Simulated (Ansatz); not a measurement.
Crystal: ZrC.

```
CELL_PARAMETERS angstrom
3.39148 0.00000 0.00000
-1.69574 2.93710 0.00000
0.00000 0.00000 5.29005
ATOMIC_POSITIONS crystal
Zr 0.66667 0.33333 0.75000
Zr 0.33333 0.66667 0.25000
C 0.00000 0.00000 0.50000
C 0.00000 0.00000 0.00000
```

The cell comes from a database or a generator and needn't be the stable form of this composition.

| Item | Value |
| --- | --- |
| Program | Ansatz 0.2.0 |
| Task | relaxation of cell and atoms |
| Functional | PBE |
| Potentials or basis | Ansatz PAW |
| Cutoff | 420 eV (not typed: the program's choice for these potentials) |
| k mesh | 7 × 7 × 4 |
| Occupations | fermi-dirac, width 0.05 eV |
| Spin | no spin polarisation |

At the start: volume 13.17 Å³/atom.

**Question.** Where does the relaxation end?

**Answer.** It ends after 4 steps and the volume is 13.04 Å³/atom (-1.0 %); space group P6_3/mmc (No. 194, to 0.05 Å).

Step by step:
```tsv
step	energy change (eV)	largest force (eV/Å)	volume (Å³)
1	0.0000	0.0000	52.69
2	-0.0125	0.0000	52.19
3	-0.0126	0.0000	52.15
4	-0.0120	0.0000	52.15
```

Final structure:
```
Zr C
1.0
     3.36067    0.00000    0.00000
    -1.68034    2.91043    0.00000
     0.00000    0.00000    5.33157
Zr C
2 2
Cartesian
  1.6803 0.9701 3.9987
  0.0000 1.9403 1.3329
  0.0000 0.0000 2.6658
  0.0000 0.0000 0.0000
```

Caveat: the plane-wave basis is chosen anew once the cell has moved, so the energies of steps on either side of that aren't comparable.
